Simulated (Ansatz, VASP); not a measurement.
## One calculation of Sb, two programs

```
CELL_PARAMETERS angstrom
3.19129 0.00000 0.00000
0.00000 3.19129 0.00000
0.00000 0.00000 3.19129
ATOMIC_POSITIONS crystal
Sb 0.00000 0.00000 0.00000
```

Change from the starting cell: volume scaled by 1.03.

Alike in both runs: task single point; functional PBE; k mesh 13 × 13 × 13; occupations fermi-dirac, width 0.05 eV; no spin polarisation.

|  | VASP | Ansatz |
| --- | --- | --- |
| version | VASP 6.6.1 | Ansatz 0.2.0 |
| potentials or method | VASP PAW PBE potentials, release 64 (Sb), cutoff 520 eV | all-electron LAPW, scalar-relativistic |

VASP gave:

* pressure (GPa): -3.8

Q: Estimate Ansatz's values.

A: Pressure (GPa): -3.7.

Ansatz ran all-electron here, so the differences hold the error of VASP's frozen core and of both bases.

The runs have no spin-orbit coupling, so splittings on Sb are missing.
